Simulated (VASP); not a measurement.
# AlN (P6_3/mmc) in VASP: further runs

Runs on AlN. Level: PBE+D3(BJ). Tasks: single point, relaxation of cell and atoms.

Program: VASP 6.6.1. These are calculated values, not measurements. Logs are shortened: lines on timing, memory, paths and dates and some standing lists are left out, and cuts for length are marked.

## (1) The structure

The structure is hexagonal, space group P6_3/mmc (No. 194). Conventional cell: a = 3.293 Å, b = 3.293 Å, c = 4.141 Å, α = 90.00°, β = 90.00°, γ = 120.00°. Around Al (site symmetry -6m2) lie 5 N at 1.90 to 2.07 Å. Around N (site symmetry -6m2) lie 5 Al at 1.90 to 2.07 Å.

Measurements of this composition are mostly on another form, of space group No. 186.

## (2) Single point, PBE+D3(BJ)

The input, INCAR:

```
ALGO = Fast
EDIFF = 1E-7
ENCUT = 520
GGA = PE
ISIF = 2
ISMEAR = 0
IVDW = 12
LASPH = True
LCHARG = True
LELF = True
LREAL = False
LVHAR = True
LWAVE = False
NBANDS = 16
NELM = 100
PREC = Accurate
SIGMA = 0.02
```

The input, KPOINTS:

```
k-points
0
Gamma
  9 9 6
```

The input, POSCAR:

```
AlN
1.0
    3.2929538666      0.0000000000      0.0000000000
   -1.6464769333      2.8517817020      0.0000000000
    0.0000000000      0.0000000000      4.1407640148
Al N
2 2
Direct
    0.3333333333      0.6666666667      0.7500000000
    0.6666666667      0.3333333333      0.2500000000
    0.3333333333      0.6666666667      0.2500000000
    0.6666666667      0.3333333333      0.7500000000
```

Potentials or basis: VASP PAW PBE potentials, release 64 (Al, N).

Launch:

```bash
cat potpaw_PBE.64/Al/POTCAR potpaw_PBE.64/N/POTCAR > POTCAR
mpirun -np 1 vasp_std > vasp.out
```

OUTCAR:

```text
EDIFF = 1E-7
   ENCUT = 520
   GGA = PE
   ISIF = 2
   ISMEAR = 0
   IVDW = 12
   LASPH = True
   LREAL = False
   NELM = 100
   PREC = Accurate
 IVDW          = 12

 ion  position               nearest neighbor table
   1  0.333  0.667  0.750-   4 1.90   4 1.90   4 1.90   3 2.07   3 2.07   2 2.81   2 2.81   2 2.81
                             2 2.81   2 2.81   2 2.81
   2  0.667  0.333  0.250-   3 1.90   3 1.90   3 1.90   4 2.07   4 2.07   1 2.81   1 2.81   1 2.81
                             1 2.81   1 2.81   1 2.81
   3  0.333  0.667  0.250-   2 1.90   2 1.90   2 1.90   1 2.07   1 2.07
   4  0.667  0.333  0.750-   1 1.90   1 1.90   1 1.90   2 2.07   2 2.07

  LATTYP: Found a hexagonal cell.
 ALAT       =     3.2929538666
 C/A-ratio  =     1.2574618967

  Lattice vectors:

 A1 = (   3.2929538666,   0.0000000000,   0.0000000000)
 A2 = (  -1.6464769333,   2.8517817020,   0.0000000000)
 A3 = (   0.0000000000,   0.0000000000,   4.1407640148)

Analysis of symmetry for initial positions (statically):
=====================================================================
 Subroutine PRICEL returns:
 Original cell was already a primitive cell.

 Routine SETGRP: Setting up the symmetry group for a
 hexagonal supercell.

 Subroutine GETGRP returns: Found 24 space group operations
 (whereof 12 operations were pure point group operations)
 out of a pool of 24 trial point group operations.

The static configuration has the point symmetry D_3d.
 The point group associated with its full space group is D_6h.

Analysis of symmetry for dynamics (positions and initial velocities):
=====================================================================
 Subroutine PRICEL returns:
 Original cell was already a primitive cell.

 Routine SETGRP: Setting up the symmetry group for a
 hexagonal supercell.

 Subroutine GETGRP returns: Found 24 space group operations
 (whereof 12 operations were pure point group operations)
 out of a pool of 24 trial point group operations.

The dynamic configuration has the point symmetry D_3d.
 The point group associated with its full space group is D_6h.

 Subroutine INISYM returns: Found 24 space group operations
 (whereof 12 operations are pure point group operations),
 and found     1 'primitive' translations

----------------------------------------------------------------------------------------

                                     Primitive cell

  volume of cell :      38.8850

  direct lattice vectors                    reciprocal lattice vectors
     3.292953867  0.000000000  0.000000000     0.303678715  0.175328988  0.000000000
    -1.646476933  2.851781702  0.000000000     0.000000000  0.350657976  0.000000000
     0.000000000  0.000000000  4.140764015     0.000000000  0.000000000  0.241501326

  length of vectors
     3.292953867  3.292953867  4.140764015     0.350657976  0.350657976  0.241501326

  position of ions in fractional coordinates (direct lattice)
     0.333333333  0.666666667  0.750000000
     0.666666667  0.333333333  0.250000000
     0.333333333  0.666666667  0.250000000
     0.666666667  0.333333333  0.750000000

  ion indices of the primitive-cell ions
   primitive index   ion index
                 1           1
                 2           2
                 3           3
                 4           4

----------------------------------------------------------------------------------------

 KPOINTS: k-points

Automatic generation of k-mesh.
 Grid dimensions read from file:
 generate k-points for:    9    9    6

 Generating k-lattice:

  Cartesian coordinates                     Fractional coordinates (reciprocal lattice)
     0.033742079  0.019480999  0.000000000     0.111111111  0.000000000  0.000000000
     0.000000000  0.038961997  0.000000000     0.000000000  0.111111111  0.000000000
     0.000000000  0.000000000  0.040250221     0.000000000  0.000000000  0.166666667

  Length of vectors
     0.038961997  0.038961997  0.040250221

  Shift w.r.t. Gamma in fractional coordinates (k-lattice)
     0.000000000  0.000000000  0.000000000

 Subroutine IBZKPT returns following result:
 ===========================================

 Found     48 irreducible k-points:

 Following reciprocal coordinates:
            Coordinates               Weight
  0.000000  0.000000  0.000000      1.000000
  0.111111 -0.000000  0.000000      6.000000
  0.222222 -0.000000  0.000000      6.000000
  0.333333  0.000000  0.000000      6.000000
  0.444444 -0.000000  0.000000      6.000000
  0.111111  0.111111  0.000000      6.000000
[... 16 lines left out ...]
  0.333333  0.222222  0.166667     24.000000
  0.333333  0.333333  0.166667      4.000000
 [... further k-points ...]
   k-points           NKPTS =     48   k-points in BZ     NKDIM =     48   number of bands    NBANDS=     16
   number of dos      NEDOS =    301   number of ions     NIONS =      4
   total plane-waves  NPLWV =  18432
   dimension x,y,z NGX =    24 NGY =   24 NGZ =   32
   dimension x,y,z NGXF=    48 NGYF=   48 NGZF=   64
   ions per type =               2   2
   NGX,Y,Z   is equivalent  to a cutoff of  12.12, 12.12, 12.85 a.u.
   NGXF,Y,Z  is equivalent  to a cutoff of  24.23, 24.23, 25.70 a.u.
 SYSTEM =  unknown system
   PREC   = accura    normal or accurate (medium, high low for compatibility)
   ISTART =      0    job   : 0-new  1-cont  2-samecut
   ICHARG =      2    charge: 1-file 2-atom 10-const
   ISPIN  =      1    spin polarized calculation?
   LNONCOLLINEAR =      F non collinear calculations
   LSORBIT =      F    spin-orbit coupling
   LASPH  =      T    aspherical Exc in radial PAW
   ENCUT  =  520.0 eV  38.22 Ry    6.18 a.u.   6.12  6.12  7.70*2*pi/ulx,y,z
   NELM   =    100;   NELMIN=  2; NELMDL= -5     # of ELM steps
   EDIFF  = 0.1E-06   stopping-criterion for ELM
   LREAL  =      F    real-space projection
   EDIFFG = 0.1E-05   stopping-criterion for IOM
   NSW    =      0    number of steps for IOM
   IBRION =     -1    ionic relax: 0-MD 1-quasi-New 2-CG
   NFREE  =      0    steps in history (QN), initial steepest desc. (CG)
   ISIF   =      2    stress and relaxation
   ISYM   =      2    0-nonsym 1-usesym 2-fastsym
   POTIM  = 0.5000    time-step for ionic-motion
   TEBEG  =    0.0;   TEEND  =   0.0 temperature during run
   PSTRESS=    0.0 pullay stress
   NELECT =      16.0000    total number of electrons
   NUPDOWN=      -1.0000    fix difference up-down
   EMIN   =  10.00;   EMAX   =-10.00  energy-range for DOS
   EFERMI =   0.00;   METHOD = LEGACY
   ISMEAR =     0;   SIGMA  =   0.02  broadening in eV -4-tet -1-fermi 0-gaus
   EFERMI_NEDOS =   21; number of points for ismear=-14 and -15
   IALGO  =     68    algorithm
   IMIX   =      4    mixing-type and parameters
     AMIX     =   0.40;   BMIX     =  1.00
     AMIX_MAG =   1.60;   BMIX_MAG =  1.00
  volume/ion in A,a.u.               =       9.72        65.60
  Fermi-wavevector in a.u.,A,eV,Ry     =   1.217645  2.301015 20.172805  1.482659
  Thomas-Fermi vector in A             =   2.352958
   LORBIT       =      0    0 simple, 1 ext, 2 COOP (PROOUT), +10 PAW based schemes
   GGA     = PE    functional components
   LHFCALC =     F    Hartree Fock is set to
   AEXX    =    0.0000 exact exchange contribution
   IVDW    =    12    specifies the selected vdW correction
   LEPSILON=     F    determine dielectric tensor
   LRPA    =     F    only Hartree local field effects (RPA)
 non-spin polarized calculation
 RMM-DIIS sequential band-by-band and
 Gauss-broadening in eV      SIGMA  =   0.02
  energy-cutoff  :      520.00
  volume of cell :       38.89
 maximum number of plane-waves:      1065
   NGX = 13   NGY = 13   NGZ = 15

 number of electron      15.9999999 magnetization

 Free energy of the ion-electron system (eV)
  ---------------------------------------------------
  ext. energy  EPLUGINS =         0.00000000
  ---------------------------------------------------
  free energy    TOTEN  =       -29.30515721 eV

  energy without entropy =      -29.30515721  energy(sigma->0) =      -29.30515721

 E-fermi :   8.3368     XC(G=0): -11.2616

 val. band max:        8.1874776892   @ k =   0.0000   0.0000   0.0000
 cond. band min:      11.6418736503   @ k =   0.0000   0.0000   0.0000
 fundamental gap:      3.4543959610
 Fermi energy:         8.3368259434

 k-point     1 :       0.0000    0.0000    0.0000
  band No.  band energies     occupation
      1      -8.7578      2.00000
      2      -4.9948      2.00000
      3       1.2150      2.00000
      4       4.8564      2.00000
      5       4.8564      2.00000
      6       6.5669      2.00000
[... 8 lines left out ...]
     15      20.2023      0.00000
     16      20.2476      0.00000

 k-point     2 :       0.1111   -0.0000    0.0000
  band No.  band energies     occupation
      1      -8.6148      2.00000
      2      -4.9932      2.00000
      3       1.3680      2.00000
      4       4.3557      2.00000
      5       4.6535      2.00000
      6       6.0798      2.00000
[... 8 lines left out ...]
     15      19.6177      0.00000
     16      20.3932      0.00000

 k-point     3 :       0.2222   -0.0000    0.0000
  band No.  band energies     occupation
      1      -8.2045      2.00000
      2      -5.0348      2.00000
      3       1.8138      2.00000
      4       3.2719      2.00000
      5       4.2402      2.00000
      6       5.1844      2.00000
[... 8 lines left out ...]
     15      18.6452      0.00000
     16      20.8210      0.00000

 k-point     4 :       0.3333    0.0000    0.0000
  band No.  band energies     occupation
      1      -7.5952      2.00000
      2      -5.2291      2.00000
      3       2.2748      2.00000
      4       2.4995      2.00000
      5       3.8659      2.00000
      6       4.4032      2.00000
[... 8 lines left out ...]
     15      19.6966      0.00000
     16      21.3251      0.00000

 k-point     5 :       0.4444   -0.0000    0.0000
  band No.  band energies     occupation
      1      -6.9838      2.00000
      2      -5.5819      2.00000
      3       1.7339      2.00000
      4       3.2272      2.00000
      5       3.6549      2.00000
      6       3.9506      2.00000
[... 8 lines left out ...]
     15      21.3167      0.00000
     16      21.6817      0.00000

 k-point     6 :       0.1111    0.1111    0.0000
  band No.  band energies     occupation
      1      -8.3378      2.00000
      2      -5.0128      2.00000
      3       1.6677      2.00000
      4       3.7969      2.00000
      5       4.0015      2.00000
      6       5.6453      2.00000
[... 8 lines left out ...]
     15      19.3500      0.00000
     16      20.5462      0.00000
[... 267 lines left out ...]
 k-point    21 :       0.4444    0.1111    0.1667
  band No.  band energies     occupation
      1      -6.6696      2.00000
      2      -5.7238      2.00000
      3       1.2663      2.00000
      4       2.8735      2.00000
      5       3.1816      2.00000
      6       4.5691      2.00000
[... 8 lines left out ...]
     15      20.5335      0.00000
     16      21.8349      0.00000

 k-point    22 :       0.2222    0.2222    0.1667
  band No.  band energies     occupation
      1      -7.1276      2.00000
      2      -5.4654      2.00000
      3       1.8641      2.00000
      4       2.2174      2.00000
      5       3.9065      2.00000
      6       4.4146      2.00000
[... 8 lines left out ...]
     15      20.2776      0.00000
     16      21.6320      0.00000

 k-point    23 :       0.3333    0.2222    0.1667
  band No.  band energies     occupation
      1      -6.5676      2.00000
      2      -5.7466      2.00000
      3       1.5636      2.00000
      4       2.3445      2.00000
      5       3.1150      2.00000
      6       4.9341      2.00000
[... 8 lines left out ...]
     15      20.0689      0.00000
     16      21.7943      0.00000

 k-point    24 :       0.3333    0.3333    0.1667
  band No.  band energies     occupation
      1      -6.1042      2.00000
      2      -6.1042      2.00000
      3       1.5577      2.00000
      4       2.5775      2.00000
      5       2.5775      2.00000
      6       5.1646      2.00000
[... 8 lines left out ...]
     15      19.5683      0.00000
     16      21.5027      0.00000

 [... further k-points ...]

------------------------ aborting loop because EDIFF is reached ----------------------------------------

 Edisp (eV)   -1.15428

 E8    (eV) :    -0.4510

  FORCE on cell =-STRESS in cart. coord.  units (eV):
  Direction    XX          YY          ZZ          XY          YZ          ZX
  --------------------------------------------------------------------------------------
  -------------------------------------------------------------------------------------
  Total      -0.06215    -0.06215    -0.01548     0.00000     0.00000     0.00000
  in kB      -2.56076    -2.56076    -0.63765     0.00000     0.00000     0.00000
  external pressure =       -1.92 kB  Pullay stress =        0.00 kB

 VOLUME and BASIS-vectors are now :
 -----------------------------------------------------------------------------
  energy-cutoff  :      520.00
  volume of cell :       38.89
      direct lattice vectors                 reciprocal lattice vectors
     3.292953867  0.000000000  0.000000000     0.303678715  0.175328988  0.000000000
    -1.646476933  2.851781702  0.000000000     0.000000000  0.350657976  0.000000000
     0.000000000  0.000000000  4.140764015     0.000000000  0.000000000  0.241501326

 POSITION                                       TOTAL-FORCE (eV/Angst)
 -----------------------------------------------------------------------------------
     -0.00000      1.90119      3.10557         0.000000      0.000000      0.000000
      1.64648      0.95059      1.03519        -0.000000      0.000000      0.000000
     -0.00000      1.90119      1.03519        -0.000000      0.000000      0.000000
      1.64648      0.95059      3.10557        -0.000000      0.000000      0.000000
 -----------------------------------------------------------------------------------
    total drift:                               -0.000000      0.000000      0.000000

  FREE ENERGIE OF THE ION-ELECTRON SYSTEM (eV)
  ---------------------------------------------------
  free  energy   TOTEN  =       -30.4594336914 eV

  energy  without entropy=      -30.4594336914  energy(sigma->0) =      -30.45943369
```

Wall time 23 s (1 thread of Intel Xeon Platinum 8488C (Sapphire Rapids), shared host); peak memory 0.17 GiB.

What came out:

| Property | Result |
| --- | --- |
| Free energy | -30.4594 eV |
| Pressure | -0.2 GPa |
| Band gap on the k mesh | 3.45 eV, direct |
| Dispersion energy per atom | -0.289 eV |

Stress tensor (GPa, compression positive):
```
-0.26  0.00  0.00
 0.00 -0.26  0.00
 0.00  0.00 -0.06
```

Levels at points of the mesh, in eV from the valence-band top:
```csv
k point,band 5,band 6,band 7,band 8,band 9,band 10,band 11,band 12
"(0.00, 0.00, 0.00)",-3.33,-1.62,-1.62,0.00,3.45,4.59,8.35,8.35
"(0.00, 0.00, 0.50)",-2.52,-2.52,-2.52,-2.52,5.82,5.82,8.52,8.52
```

## (3) Relaxation of cell and atoms, PBE+D3(BJ)

This run uses another cell than the first one, of 9.95 Å³/atom, 1.023 times its volume.

The input, INCAR:

```
ALGO = Fast
EDIFF = 1E-7
EDIFFG = -0.002
ENCUT = 600
GGA = PE
IBRION = 2
ISIF = 3
ISMEAR = 0
IVDW = 12
LASPH = T
LCHARG = F
LREAL = F
LWAVE = F
NELM = 100
NSW = 100
PREC = Accurate
SIGMA = 0.02
```

KPOINTS is that of step 2.

The input, POSCAR:

```
AlN
1.0
    3.3121157400      0.0000000000      0.0000000000
   -1.6560578700      2.8683763700      0.0000000000
    0.0000000000      0.0000000000      4.1875630000
Al N
2 2
Direct
    0.3333333300      0.6666666700      0.7500000000
    0.6666666700      0.3333333300      0.2500000000
    0.3333333300      0.6666666700      0.2500000000
    0.6666666700      0.3333333300      0.7500000000
```

Potentials or basis: VASP PAW PBE potentials, release 64 (Al, N).

Launch:

```bash
cat potpaw_PBE.64/Al/POTCAR potpaw_PBE.64/N/POTCAR > POTCAR
mpirun -np 1 vasp_std > vasp.out
```

Run time: 1.7 min. Hardware: 1 thread of Intel Xeon Platinum 8488C (Sapphire Rapids), shared host; peak memory 0.19 GiB.

It converged, with:

* Free energy: -30.4638 eV
* Relaxed volume: 9.71 Å³/atom
* Relaxed cell: a = 3.291 Å, b = 3.291 Å, c = 4.140 Å, α = 90.00°, β = 90.00°, γ = 120.00°
* Space group after relaxing (to 0.05 Å): P6_3/mmc (No. 194)
* Energy gained by relaxing: 3.7 meV/atom
* Ionic steps: 5
* Pressure after relaxing: 0.0 GPa
* Band gap on the k mesh: 3.46 eV, direct
* Dispersion energy per atom: -0.289 eV

The path:
```
step  energy change (eV)  largest force (eV/Å)  pressure (GPa)  volume (Å³)
   1              0.0000                0.0000           -4.90        39.78
   2             -0.0029                0.0000            4.67        38.06
   3             -0.0144                0.0000           -0.01        38.86
   4             -0.0147                0.0000           -0.01        38.85
   5             -0.0148                0.0000            0.00        38.83
```

Final structure:
```
Al N
1.0
     3.29099    0.00000    0.00000
    -1.64549    2.85008    0.00000
     0.00000    0.00000    4.14013
Al N
2 2
Direct
  0.33333 0.66667 0.75000
  0.66667 0.33333 0.25000
  0.33333 0.66667 0.25000
  0.66667 0.33333 0.75000
```

Levels at points of the mesh, in eV from the valence-band top:
| k point | band 6 | band 7 | band 8 | band 9 | band 10 | band 11 |
| --- | --- | --- | --- | --- | --- | --- |
| (0.00, 0.00, 0.00) | -1.63 | -1.63 | 0.00 | 3.46 | 4.60 | 8.36 |
| (0.00, 0.00, 0.50) | -2.52 | -2.52 | -2.52 | 5.83 | 5.83 | 8.53 |

## (4) Single point, PBE+D3(BJ)

This run uses another cell than the first one, of 9.95 Å³/atom, 1.023 times its volume.

The input, INCAR:

```
PREC = Accurate
ENCUT = 520
EDIFF = 1E-6
ISMEAR = 0
SIGMA = 0.1
LREAL = False
LASPH = True
NELM = 100
ALGO = Normal
ISIF = 2
LWAVE = False
LCHARG = True
GGA = PE
IVDW = 12
LELF = True
LVHAR = True
NBANDS = 16
```

The input, KPOINTS:

```
Automatic mesh
0
Gamma
  6 6 4
```

POSCAR is that of step 3.

Launch:

```bash
cat potpaw_PBE.64/Al/POTCAR potpaw_PBE.64/N/POTCAR > POTCAR
mpirun -np 1 vasp_std > vasp.out
```

Wall time 16 s (1 thread of Intel Xeon Platinum 8488C (Sapphire Rapids), shared host); peak memory 0.17 GiB.

The run converged. Its results:

* Free energy: -30.4457 eV
* Pressure: -4.7 GPa
* Band gap on the k mesh: 3.27 eV, direct
* Dispersion energy per atom: -0.282 eV

Levels at points of the mesh, in eV from the valence-band top:
```
           k point  band 4  band 5  band 6  band 7  band 8  band 9  band 10  band 11  band 12  band 13
(0.00, 0.00, 0.00)   -3.27   -3.27   -1.61   -1.61    0.00    3.27     4.40     8.24     8.24    11.24
(0.50, 0.00, 0.00)   -4.72   -4.48   -4.31   -2.88   -1.46    3.88     7.08     7.21     9.21     9.33
(0.00, 0.00, 0.50)   -3.72   -2.48   -2.48   -2.48   -2.48    5.66     5.66     8.43     8.43     8.43
(0.50, 0.00, 0.50)   -7.24   -3.24   -3.24   -1.74   -1.74    5.07     5.07     9.25     9.25    11.39
```

A hybrid or GW would open this gap; PBE tends to underestimate it.

## (5) Overview

| task | cell | k mesh | cutoff (eV) | smearing | gap on the mesh (eV) | pressure (GPa) |
| --- | --- | --- | --- | --- | --- | --- |
| single point | P6_3/mmc, 9.72 Å³/atom | 9 × 9 × 6 | 520 | gaussian 0.02 eV | 3.45 | -0.2 |
| relaxation of cell and atoms | relaxed | 9 × 9 × 6 | 600 | gaussian 0.02 eV | 3.46 | 0.0 |
| single point | P6_3/mmc, 9.95 Å³/atom | 6 × 6 × 4 | 520 | gaussian 0.1 eV | 3.27 | -4.7 |

Alike in all rows: level PBE+D3(BJ); potentials or basis VASP PAW PBE potentials, release 64 (Al, N); no spin polarisation.

Total energies depend on the potentials used, so only differences within one code and one set of settings carry meaning.
